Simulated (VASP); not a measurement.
A run of VASP 6.6.1:

INCAR

```
SYSTEM = Tl
PREC     = Accurate       ! precision mode
ENCUT    = 520            ! plane-wave cutoff, eV
EDIFF    = 1E-6           ! SCF threshold, eV
ISMEAR   = -5             ! smearing method
SIGMA    = 0.05           ! smearing width, eV
LREAL    = .FALSE.        ! projectors in reciprocal space
LASPH    = .TRUE.         ! aspherical terms in the spheres
NELM     = 60             ! most SCF steps
ALGO     = Fast           ! electronic algorithm
ISIF     = 2              ! what is computed and relaxed
LWAVE    = .FALSE.        ! write WAVECAR
LCHARG   = .TRUE.         ! write CHGCAR
GGA      = B5             ! functional
ALDAX    = 1.0          
AGGAX    = 1.0          
AGGAC    = 1.0          
ALDAC    = 0.0          
LELF     = .TRUE.         ! ELF
LVHAR    = .TRUE.
```

KPOINTS

```
Automatic mesh
0
G
  9 9 9
  0 0 0
```

Contents of POSCAR:

```
Tl
1.0
    0.0000000000      2.6567855549      2.6567855549
    2.6567855549      0.0000000000      2.6567855549
    2.6567855549      2.6567855549      0.0000000000
Tl
1
Cartesian
    0.0000000000      0.0000000000      0.0000000000
```

Potentials or basis: VASP PAW PBE potentials, release 64 (Tl_d).

Run with:

```sh
$ cat potpaw_PBE.64/Tl_d/POTCAR > POTCAR
$ mpirun -np 1 vasp_std > vasp.out
```

Hardware: 1 thread of Intel(R) Xeon(R) 6975P-C (Granite Rapids) (shared host).

How long does it take, and how much memory?

Run time: 13 s on 1 thread of Intel(R) Xeon(R) 6975P-C (Granite Rapids) (shared host), peak memory 0.14 GiB. Counts: scf iterations 12, k points 35.
